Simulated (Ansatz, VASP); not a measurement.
# CdSe (Cadmoselite) in two plane-wave programs

Aim: how closely do two programs agree when they are given the same cell, functional and k mesh? The cell is taken from a series of VASP runs on this material, whose earlier steps may have relaxed, scaled or displaced it; both programs get it as it stands.

Calculated with Ansatz 0.2.0; plane waves, with VASP 6.6.1 beside it; relaxation of cell and atoms at r2SCAN.

## 1. The structure

The structure is hexagonal, space group P6_3mc (No. 186). Conventional cell: a = 4.327 Å, b = 4.327 Å, c = 7.062 Å, α = 90.00°, β = 90.00°, γ = 120.00°. Nearest to Cd lie 4 Se at 2.65 Å. Se has 4 Cd at 2.65 Å nearest. Farther neighbours and most contacts between anions are not listed.

## 2. Ansatz: relaxation of cell and atoms, r2SCAN

Ansatz runs on its default PAW (the set named soft_2) files.

The relaxed volume is the usual yardstick between codes: its relative difference is about their pressure difference at one cell divided by the bulk modulus.

Input file input.yaml:

```yaml
crystal:
  lattice:
    - [4.326967717, 0.0, 0.0]
    - [-2.1634838585, 3.7472639643, 0.0]
    - [0.0, 0.0, 7.0616596321]
  atoms:
    - { symbol: Cd, position: [0.3333333333, 0.6666666667, 0.5] }
    - { symbol: Cd, position: [0.6666666667, 0.3333333333, 0.0] }
    - { symbol: Se, position: [0.3333333333, 0.6666666667, 0.875] }
    - { symbol: Se, position: [0.6666666667, 0.3333333333, 0.375] }
hamiltonian:
  xc: r2scan
  pseudopotentials: { kind: paw }
kpoints:
  mp_grid: { grid: [6, 6, 4] }
scf:
  occupations: { method: gaussian, width: 0.03 }
relax:
  f_tol: 0.01
  max_steps: 60
  cell: { stress_tol: 0.05 }
output:
  forces: true
  stress: true
  write_density: true
  write_potential: true
  elf: true
  volumetric_format: npy
```

Run with:

```sh
$ ansatz run input.yaml --threads 4 --pin off --max-ram 9216MiB --backend cpu --events-out ev --progress --plain --runs-dir out
```

Numbers of over 12 decimals in the logs are rounded to 6 here.

The program printed:

```text
Engine: ansatz 0.2.0, aarch64-unknown-linux-gnu
Pseudopotentials: kind: paw
Pseudopotential: Cd, paw, valence charge 20, recommended cutoff 500 eV (meta_gga), Cd.paw.azcp
Pseudopotential: Se, paw, valence charge 16, recommended cutoff 500 eV (meta_gga), Se.paw.azcp
Functional definition: r2SCAN
  parameter k0 = 0.174
  parameter k1 = 0.065
  parameter a1 = 4.9479
  exchange = r2scan_x(k0 = k0, k1 = k1, a1 = a1)
  correlation = r2scan_c
Crystal: 4 atoms, lattice volume = 114.500 Å³
Basis set: ecut = 500 eV, 2875 PW (Γ), exchange–correlation on 128×128×216 points (64 copies of the dense FFT grid, shifted against one another)
Bands: 44, of which v1, the nominal top of the filled ones, is band 36 counted from 1 (35 counted from 0)
Symmetry: 12 space group operations
Space group: P63mc (ITA 186), of the structure as read, at distance tolerance 4.9e-5 Å
k-points: 21 of 144 (time reversal used)
Non-local potential: Cd, projectors of the file, l = 0: 3, l = 1: 2, l = 2: 2, l = 3: 1
Non-local potential: Se, projectors of the file, l = 0: 2, l = 1: 2, l = 2: 3, l = 3: 1
PAW form: soft (Blöchl's): semilocal exchange-correlation on the pseudo side does not see the compensation charge
PAW frozen core: Cd, regenerated for the run's functional (the file was generated under x = pbe(κ = 0.804, μ = 0.219515), c = pbe(β = 0.066725))
PAW frozen core: Se, regenerated for the run's functional (the file was generated under x = pbe(κ = 0.804, μ = 0.219515), c = pbe(β = 0.066725))
PAW one-centre angular grid: Cd, 590 points (default); XC on 160 Gauss nodes
PAW one-centre angular grid: Se, 590 points (default); XC on 160 Gauss nodes
Initial density: superposition of atomic densities (neutral atoms: chi_scale 0, normalization atom), corrected by the library's trained network
Initial wavefunctions: pseudopotential atomic-orbital guess
Functional: x = r2scan, c = r2scan; τ floored in thin density (d = 2e-4 eV/Å³)
SCF iter   1: F=—  HF=-27495.651854 eV  |F-HF|=—  |Δ(HF+E_count)|=         —  Δρ=5.26e-3  dr2=2.01e-2  dr2_τ=3.04e-2  ethr=1.77e-3  ⟨swp⟩=6.3  Hψ=3381  notcnv=0  defer=5
preconditioner: auto → Resta (q_TF=auto, 2.525 Å⁻¹)  ε∞=3.7  [insulator: Δε(μ)=1.126 eV  Ē_g=12.774 eV  σ=0.030 eV  W_gap=1.00  n_scr=34 (ndim 8)  ℏωp=20.8 eV  f_vac=0.208  D(μ)=0.00/eV (n_scr^D=0)  ε∞_Penn≈3.7]
SCF iter   2: F=—  HF=-27495.666994 eV  |F-HF|=—  |Δ(HF+E_count)|=   1.51e-2  Δρ=2.91e-3  dr2=5.13e-3  dr2_τ=9.84e-4  ethr=2.79e-5  ⟨swp⟩=2.0  Hψ=1783  notcnv=0  defer=65
SCF iter   3: F=—  HF=-27495.669023 eV  |F-HF|=—  |Δ(HF+E_count)|=   2.03e-3  Δρ=9.21e-4  dr2=7.77e-4  dr2_τ=5.98e-5  ethr=7.12e-6  ⟨swp⟩=2.3  Hψ=1240  notcnv=0  defer=65
SCF iter   4: F=—  HF=-27495.669335 eV  |F-HF|=—  |Δ(HF+E_count)|=   3.12e-4  Δρ=1.88e-4  dr2=4.01e-5  dr2_τ=2.52e-6  ethr=1.08e-6  ⟨swp⟩=2.6  Hψ=1473  notcnv=0  defer=65
SCF iter   5: F=—  HF=-27495.669399 eV  |F-HF|=—  |Δ(HF+E_count)|=   6.45e-5  Δρ=6.57e-5  dr2=6.83e-6  dr2_τ=1.57e-7  ethr=5.58e-8  ⟨swp⟩=2.4  Hψ=1386  notcnv=0  defer=65
SCF iter   6: F=—  HF=-27495.669402 eV  |F-HF|=—  |Δ(HF+E_count)|=   2.98e-6  Δρ=1.77e-5  dr2=3.25e-7  dr2_τ=9.98e-9  ethr=9.49e-9  ⟨swp⟩=2.0  Hψ=1237  notcnv=0  defer=65
SCF iter   7: F=-27495.669402 eV  HF=-27495.669402 eV  |F-HF|=1.23e-8  |Δ(HF+E_count)|=   1.91e-7  Δρ=4.22e-6  dr2=1.96e-8  dr2_τ=8.80e-10  ethr=1.39e-10  ⟨swp⟩=7.1  Hψ=5040  notcnv=0
SCF 1 converged in 7 iterations: F = -27495.669402 eV  dr2 = 1.96e-8
  greatest PAW one-centre occupation: 1.001 electrons in one spin orbital (limit 2), on the Cd atom at site 1 (counted from 0), in its partial waves of l = 1
relax step   1: F+E_penalty+E_count = -27495.66940250 eV  Δ(F+E_penalty+E_count) = +0.000e0 eV  max|allowed force component| = 2.247e-2 eV/Å  Δτ_max = 0.0000 Å  P = +0.441 GPa  Ω = 114.500 Å³  (7 SCF iters, dr2 threshold 1.00e-7 eV, accepted)
[...]
relax step   2: F+E_penalty+E_count = -27495.67023377 eV  Δ(F+E_penalty+E_count) = -8.313e-4 eV  max|allowed force component| = 1.808e-3 eV/Å  Δτ_max = 0.0026 Å  P = -0.197 GPa  Ω = 115.912 Å³  energy of the carried Pulay correction = -3.328e-4 eV  (5 SCF iters, dr2 threshold 4.00e-7 eV, accepted)
[...]
relax step   3: F+E_penalty+E_count = -27495.67061374 eV  Δ(F+E_penalty+E_count) = -3.800e-4 eV  max|allowed force component| = 2.533e-3 eV/Å  Δτ_max = 0.0003 Å  P = -0.006 GPa  Ω = 115.480 Å³  energy of the carried Pulay correction = -2.316e-4 eV  (5 SCF iters, dr2 threshold 1.13e-7 eV, accepted)
[...]
relax step   4: F+E_penalty+E_count = -27495.67084748 eV  Δ(F+E_penalty+E_count) = -2.337e-4 eV  max|allowed force component| = 2.540e-3 eV/Å  Δτ_max = 0.0000 Å  P = -0.004 GPa  Ω = 115.480 Å³  stress off target by 6.93e-3 GPa  SCF on the basis re-selected at this cell (its energy is not comparable with the rows above)  (5 SCF iters)
basis re-selected at this cell: Δ(F+E_penalty+E_count) = -2.337e-4 eV, ΔP = +0.002 GPa vs the last step (what re-selecting the basis moved, of the pressure what is left beyond the Pulay correction that the steps carried, after the strain that the cell walked since its last selection, with what the two solves' SCF thresholds leave and, on support functions, any second-order correction that the steps lacked; it is no m [...]
SCF converged after 5 iterations
Free energy (F): -27495.670847 eV
Harris-Foulkes:  -27495.670847 eV  (|F-HF|=4.37e-11)
Internal energy: -27495.670847 eV  (E = F + TS)
E sigma→0 (E₀):  -27495.670847 eV
Fermi energy:    7.363846 eV
--- Per-component energies (eV) ---
  E_band       = -1877.865181
  E_kinetic    = 1248.297970
  E_local      = -12904.116988  (includes V_loc(G=0)·N_el)
  E_nonlocal   = -1121.310581
  E_hartree    = 6133.395765
  E_xc         = -533.098681
  E_vxc        = -703.053373  (∫ρ·V_xc dr)
  E_paw        = -12062.862846  (= ΣΔE_a)
  E_vpaw       = -709.506060  (= ΣTr[D̂ρ^β])
  E_aug_tail   = -0.000409  (compensation charges beyond the density's cutoff)
  E_vtau       = 45.033364  (kinetic-family band-sum trace: ∫τ·v_τ [+ j·A + Jᵃ·Aᵃ] dr)
  E_ewald      = -8251.315996
  E_core_change = -4.659082  (= ΣΔE_core)
  E_smearing   = -0.000000  (= −TS)
  E_closure    = -0.000000  (closes the sum)
  Σ components = -27495.670847   (vs F -27495.670847, Δ=0.00e0)
--- Forces (eV/Å), atoms counted from 1 ---
  atom   1  Cd     0.00000000    -0.00000000    -0.00254036
  atom   2  Cd     0.00000000     0.00000000    -0.00254036
  atom   3  Se    -0.00000000    -0.00000000     0.00254042
  atom   4  Se     0.00000000     0.00000000     0.00254042
  max |Σ_I F_I| component: 1.18e-7 eV/Å
--- Stress (GPa, compression-positive) ---
       -0.006928      -0.000000      -0.000000
        0.000000      -0.006928       0.000000
       -0.000000      -0.000000       0.001668
  P = ⅓ Tr σ = -0.0041 GPa (-0.041 kbar)
--- Band table (eV; the first three rows and the last of 21) ---
  k-point 0: bands = [... 32 lower, 6.0776, 6.7682, 6.8117, 6.8117, 7.9154, 9.4596, 13.2082, 13.2082, ... 4 higher]
  k-point 1: bands = [... 32 lower, 6.1780, 6.1780, 6.6963, 6.6963, 8.8820, 9.5515, 13.0410, 13.2896, ... 4 higher]
  k-point 2: bands = [... 32 lower, 6.4297, 6.4297, 6.4297, 6.4297, 9.5992, 9.5992, 13.0740, 13.0740, ... 4 higher]
  k-point 20: bands = [... 32 lower, 4.4486, 4.4486, 5.7291, 5.7291, 11.0151, 11.0151, 12.9363, 12.9363, ... 4 higher]
--- Relaxed structure (3 steps of the walk, 3 accepted, 1 SCFs on fresh bases) ---
  F+E_penalty+E_count = -27495.67084748 eV   max|allowed force component| = 2.540e-3 eV/Å   (the final SCF, on the basis selected at the relaxed cell)
  cell:  # Å, volume = 115.4804 Å³
    - [4.340523, -2.5083057635341896e-19, -4.3295649663964213e-19]
    - [-2.170262, 3.759004, 2.1647824831981967e-19]
    - [-7.065898372096123e-19, 0, 7.077723]
  atoms:
    - { symbol: Cd, position: [0.333333, 0.666667, 0.499587] }
    - { symbol: Cd, position: [0.666667, 0.333333, -0.000413412] }
    - { symbol: Se, position: [0.333333, 0.666667, 0.875413] }
    - { symbol: Se, position: [0.666667, 0.333333, 0.375413] }
```

The job ended after 18 s (4 threads of Arm Neoverse V2, shared host; peak memory 0.69 GiB).

(Continued in part 2 of 2.)

[Lines on the potential files, build, host, timing and source positions are cut from VASP's logs without a mark.]

[Logs are printed without paths, hosts, clocks, repeated set-up lines and the standing remarks that a program may print on its own settings, such as how far it seeks lower states.]

[Hosts, paths, dates, database ids (printed as entryN), source tags and the programs' standing remarks are cut or masked in the printed files.]
